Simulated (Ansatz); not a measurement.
Crystal: Sb.

```
Sb
1.0
    -0.01676    2.38071    2.40165
     2.36975    0.04435    2.34054
     2.40963    2.35947    0.00447
Sb
1
Direct
  0.99246 0.01309 0.98926
```

The cell isn't the ideal one: cell strained at random at fixed volume.

A run of Ansatz 0.2.0 on this cell left the log below. Logs are shortened: lines on timing, memory, paths and dates and some standing lists are left out, and cuts for length are marked.

```text
Warning: RAYON_NUM_THREADS=1 ignored (pool sized by the plan → 1); use --threads N
Sb: projections on atomic orbitals take those of the free atom 1s2 2s2 2p6 3s2 3p6 3d10 4s2 4p6 4d10 5s2 5p3, of charge +0.00 (hamiltonian.pseudopotentials.projection_atoms)
LAPW: plane waves up to 6.577 Å⁻¹, error target 1.0e-3 eV per atom; small_component_spin mean_spin; Sb in spheres of 1.645 Å, 23 of its electrons in bands, Dirac shells [] (how accurate: hamiltonian.pseudopotentials.lapw.basis_error, Limitations)
Engine: ansatz 0.2.0, aarch64-unknown-linux-gnu
Pseudopotentials: kind: all_electron
Pseudopotential: Sb, LAPW, valence charge 23, lapw/all_electron/scalar/gaussian/Sb, Koelling and Harmon's equation, gaussian nucleus
Functional definition: PBE
  parameter kappa = 0.804
  parameter beta = 0.06672455060314922
  exchange = pbe_x(kappa = kappa, mu = beta*pi^2/3)
  correlation = pbe_c(beta = beta)
Crystal: 1 atoms, lattice volume = 26.666 Å³
Basis set: ecut = 164.8063614808392 eV, 133 PW (Γ), exchange–correlation at level 2
Bands: 16, of which v1, the nominal top of the filled ones, is band 12 counted from 1 (11 counted from 0)
Symmetry: 2 space group operations
Space group: P-1 (ITA 2), of the structure as read, at distance tolerance 3.0e-5 Å
k-points: 504 of 1000
Non-local potential: Sb, projectors of the file, none
Initial density: superposition of atomic densities (chi_scale 0.1, normalization cell)
Initial wavefunctions: plane waves of lowest kinetic energy (no species holds an atomic orbital)
Functional: x = pbe(κ = 0.804, μ = 0.2195149727645171), c = pbe(β = 0.06672455060314922)
iter 1 solved again at ethr=1.79e-5 eV; its pass at ethr=1.00e-1 eV (dr2=4.12e-3 eV) is discarded
SCF iter   1: F=—  HF=-176367.876158 eV  |F-HF|=—  |Δ(HF+E_count)|=         —  Δρ=4.81e-3  dr2=4.18e-3  ethr=1.79e-5  ⟨swp⟩=3.8  Hψ=58705  notcnv=0
preconditioner: auto → Kerker (q_TF=auto, 2.662 Å⁻¹)  [metal: Δε(μ)=0.029 eV  Ē_g=12.604 eV  σ=0.050 eV  W_gap=0.14  n_scr=12 (ndim 8)  ℏωp=16.1 eV  f_vac=0.000  D(μ)=0.56/eV (n_scr^D=0)]
SCF iter   2: F=—  HF=-176367.869017 eV  |F-HF|=—  |Δ(HF+E_count)|=   7.14e-3  Δρ=2.91e-3  dr2=1.84e-3  ethr=1.79e-5  ⟨swp⟩=2.0  Hψ=22539  notcnv=0
SCF iter   3: F=—  HF=-176367.868472 eV  |F-HF|=—  |Δ(HF+E_count)|=   5.46e-4  Δρ=1.40e-3  dr2=5.54e-4  ethr=8.00e-6  ⟨swp⟩=2.0  Hψ=22541  notcnv=0
SCF iter   4: F=—  HF=-176367.868474 eV  |F-HF|=—  |Δ(HF+E_count)|=   2.51e-6  Δρ=7.32e-4  dr2=1.78e-4  ethr=2.41e-6  ⟨swp⟩=2.0  Hψ=22540  notcnv=0
iter 5 solved again at ethr=2.28e-8 eV; its pass at ethr=7.73e-7 eV (dr2=5.24e-6 eV) is discarded
SCF iter   5: F=—  HF=-176367.868529 eV  |F-HF|=—  |Δ(HF+E_count)|=   5.48e-5  Δρ=1.32e-4  dr2=5.24e-6  ethr=2.28e-8  ⟨swp⟩=2.0  Hψ=38507  notcnv=0
SCF iter   6: F=—  HF=-176367.868530 eV  |F-HF|=—  |Δ(HF+E_count)|=   1.23e-6  Δρ=3.87e-5  dr2=3.52e-7  ethr=2.28e-8  ⟨swp⟩=2.0  Hψ=22540  notcnv=0
SCF iter   7: F=-176367.868531 eV  HF=-176367.868531 eV  |F-HF|=5.53e-10  |Δ(HF+E_count)|=   1.12e-7  Δρ=9.32e-6  dr2=3.39e-8  ethr=1.53e-9  ⟨swp⟩=2.4  Hψ=22751  notcnv=0
SCF 1 converged in 7 iterations: F = -176367.868531 eV  dr2 = 3.39e-8
SCF converged after 7 iterations
Free energy (F): -176367.868531 eV
Harris-Foulkes:  -176367.868531 eV  (|F-HF|=5.53e-10)
Internal energy: -176367.863668 eV  (E = F + TS)
E sigma→0 (E₀):  -176367.866099 eV
Entropy (-TS):   -0.004862 eV (-4.862 meV/atom)
Fermi energy:    14.845476 eV
--- Per-component energies (eV) ---
  E_band       = -853.053053
  E_kinetic    = 185871.682909
  E_xc         = -4643.738584
  E_electrostatic = -357595.807994  (all electrons and nuclei)
  E_smearing   = -0.004862  (= −TS)
  E_closure    = 0.000000  (closes the sum)
  E_atoms      = -176364.064481  (free atoms, spherical and without spin; not in F)
  Σ components = -176367.868531   (vs F -176367.868531, Δ=0.00e0)
  Basis errors (estimates in eV, not in F): energy 2.2e-4 per atom: plane waves 2.1e-4 (1.1e-4 summed), levels above the bands 4.2e-84, relativity 2.0e-8, radial functions 2.7e-6, core shells 5.3e-11; eigenvalues (radial functions only) 1.5e-4; not estimated: angular momenta, meshes, grids; target (lapw.basis_error) 1.0e-3; muffin-tin radii Sb 1.645 Å
--- Forces (eV/Å), atoms counted from 1 ---
  atom   1  Sb     0.00000000     0.00000000     0.00000000
  max |Σ_I F_I| component: 0.00e0 eV/Å
--- Stress (GPa, compression-positive) ---
        1.874148       0.411674       0.217734
        0.411674       1.916595       0.070891
        0.217734       0.070891       1.504055
  P = ⅓ Tr σ = 1.7649 GPa (17.649 kbar)
--- Band table (eV; the first three rows and the last of 504) ---
  k-point 0: bands = ["-129.7171", "-82.6896", "-82.6849", "-82.6828", "-14.5291", "-14.5248", "-14.5197", "-14.4871", "-14.4780", "1.8135", "19.8775", "20.1157", "20.5916", "24.9398", "25.0573", "25.2242"]
  k-point 1: bands = ["-129.7171", "-82.6897", "-82.6850", "-82.6829", "-14.5249", "-14.5220", "-14.5174", "-14.4869", "-14.4776", "2.0124", "18.4562", "19.7068", "20.1947", "23.9758", "25.4225", "25.9734"]
  k-point 2: bands = ["-129.7171", "-82.6897", "-82.6854", "-82.6829", "-14.5211", "-14.5181", "-14.5089", "-14.4816", "-14.4733", "2.6052", "15.4730", "19.2940", "19.5865", "23.4461", "25.9618", "26.1965"]
  k-point 503: bands = ["-129.7170", "-82.6903", "-82.6851", "-82.6838", "-14.5316", "-14.5172", "-14.5051", "-14.4429", "-14.4413", "5.5634", "8.9307", "18.3171", "18.8043", "23.2062", "24.0580", "24.5319"]
--- Löwdin populations: 1 site ---
  site symbol       q [e]
     0     Sb     50.9357
  spilling = 0.001261 (of n_electrons = 51.000000)
```

What input gives this log?

Single point with PBE, no spin polarisation. The files as run (others can give the same):

input.yaml
```yaml
crystal:
  lattice:
    - [-0.016763, 2.380707, 2.40165]
    - [2.369753, 0.044349, 2.340538]
    - [2.409631, 2.359473, 0.004471]
  atoms:
    - { symbol: Sb, position: [-0.007538, 0.013091, -0.010743] }
kpoints:
  mp_grid: { grid: [10, 10, 10] }
scf:
  occupations: { method: fermi_dirac, width: 0.05 }
hamiltonian:
  xc: pbe
  pseudopotentials: { kind: all_electron, lapw: { basis_error: 0.001 } }
output:
  forces: true
  stress: true
  eigenvalues: true
  populations: true
```

Potentials or basis: all-electron LAPW, scalar-relativistic.
The run is started by
```console
$ ansatz run input.yaml --threads 1 --pin off --max-ram 3072MiB --backend cpu --events-out ev --progress --plain --runs-dir out
```
